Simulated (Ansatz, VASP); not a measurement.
## Two plane-wave programs on CdSe

```xyz
2
Lattice="4.0037 0.0000 0.0000 0.0000 4.0037 0.0000 0.0000 0.0000 4.0037" Properties=species:S:1:pos:R:3 pbc="T T T"
Cd    2.0019    2.0019    2.0019
Se    0.0000    0.0000    0.0000
```

Alike in both runs: task single point; functional PBE; k mesh 4 × 4 × 4; occupations gaussian, width 0.1 eV; no spin polarisation.

|  | VASP | Ansatz |
| --- | --- | --- |
| version | VASP 6.6.1 | Ansatz 0.2.0 |
| potentials or method | VASP PAW PBE potentials, release 64 (Cd, Se) | scalar-relativistic, plane waves, PAW |
| plane-wave cutoff (eV) | 520 | 420 |
| valence electrons in the cell | 18 | 36 |

|  | VASP | Ansatz | Ansatz less VASP |
| --- | --- | --- | --- |
| gap on the k mesh at the Fermi level (eV) | none | none | - |
| pressure (GPa) | -8.4 | -8.4 | -0.05 |

A gap of «none» marks a metal or a gap that the smearing closes. With one functional, cell and mesh, what is left measures potentials, basis and numerics. The two sets of potentials don't hold the same shells in valence.

Caveats: the k mesh is coarse (spacing up to 0.39 Å⁻¹), so the values aren't converged.
